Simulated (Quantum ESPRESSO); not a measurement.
Crystal: HfN.

```
Hf N
1.0
     0.00000    2.25600    2.25600
     2.25600    0.00000    2.25600
     2.25600    2.25600    0.00000
Hf N
1 1
Direct
  0.00000 0.00000 0.00000
  0.50000 0.50000 0.50000
```

Base run:

| Property | Result |
| --- | --- |
| Program | Quantum ESPRESSO 7.5 |
| Functional | PBE |
| Potentials or basis | SSSP 1.3 efficiency PBE |
| Cutoff | 816 eV |
| Density cutoff | 6531 eV |
| k mesh | 10 × 10 × 10 |
| Occupations | fermi-dirac, width 0.05 eV |
| Spin | no spin polarisation |
| Hubbard terms | Hf d U = 4 eV |

Its results: band gap on the k mesh none (metal or under the smearing width); pressure 2.0 GPa.

Task: The run is repeated on the same cell with these changes: hubbard terms from Hf d U = 4 eV to none. What comes out?

Result: Band gap on the k mesh none (metal or under the smearing width); pressure 5.8 GPa.

Caveats: U without spin polarisation on a metal has little footing (some runs).
